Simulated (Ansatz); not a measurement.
# TiO2: a ladder of calculations

Cell of run 1: an entry of the Crystallography Open Database (COD; perhaps a calculated or model structure), atoms as given.

Space group P3_121 (No. 152); a = 5.2910, c = 6.1330 Å, γ = 120.00°.

```csv
site,Wyckoff,site symmetry,x,y,z
Ti,3a,.2.,0.4530,0.0000,0.3333
O,6c,1,0.4080,0.3030,0.2150
```

One atom of each set is listed.

Relaxed positions (PBE, cell held):

Ti (0.4532, 0.0000, 0.3333)
O (0.4080, 0.2957, 0.2300)

All runs are DFT with Ansatz 0.2.0 (plane waves and PAW, scalar-relativistic unless spin–orbit coupling is named, Γ-centred meshes, Fermi–Dirac smearing where given) in this cell.

Run 1: PBE, atoms as given; 420 eV, 6×6×5 k-points, smearing 0.01 eV.
Run 2: r2SCAN, atoms as given; 500 eV, 6×6×5 k-points, smearing 0.01 eV.
Run 3: PBE, atoms relaxed; 420 eV, 6×6×5 k-points, smearing 0.01 eV.
Run 4: r2SCAN, at the relaxed atoms; 500 eV, 6×6×5 k-points, smearing 0.01 eV.
Run 5: r2SCAN, atoms relaxed; 500 eV, 6×6×5 k-points, smearing 0.01 eV.

```json
{"run": "1", "Ti V_zz (η)": "-3.90 (0.73)", "O V_zz (η)": "1.68 (0.71)"}
{"run": "2", "Ti V_zz (η)": "-3.81 (0.72)", "O V_zz (η)": "1.68 (0.78)"}
{"run": "3", "Ti V_zz (η)": "?", "O V_zz (η)": "?"}
{"run": "4", "Ti V_zz (η)": "-2.31 (0.07)", "O V_zz (η)": "1.62 (0.21)"}
{"run": "5", "Ti V_zz (η)": "-2.29 (0.08)", "O V_zz (η)": "1.55 (0.19)"}
```

V_zz in 10²¹ V/m².

(1) Estimate the row of run 3.

Results:

(1) Ti: -2.35 (0.06); O: 1.56 (0.19). It lies nearest to run 4, from whose tensors on these sites it differs by 0.07 at most (largest principal value of the difference, on O). Taken one at a time, the positions of the atoms (as given or relaxed) move the tensors on these sites by up to 3.04 (largest principal value of the change, on Ti), the functional (r2SCAN with its higher cutoff) by 0.12 (Ti).

In runs 1, 2 the atoms aren't at the calculated equilibrium (largest force 2.2, 2.2 eV/Å). The cell isn't the equilibrium one in run 1 (calculated pressure 7 GPa, with larger principal stresses), and the entry's cell may itself be off.
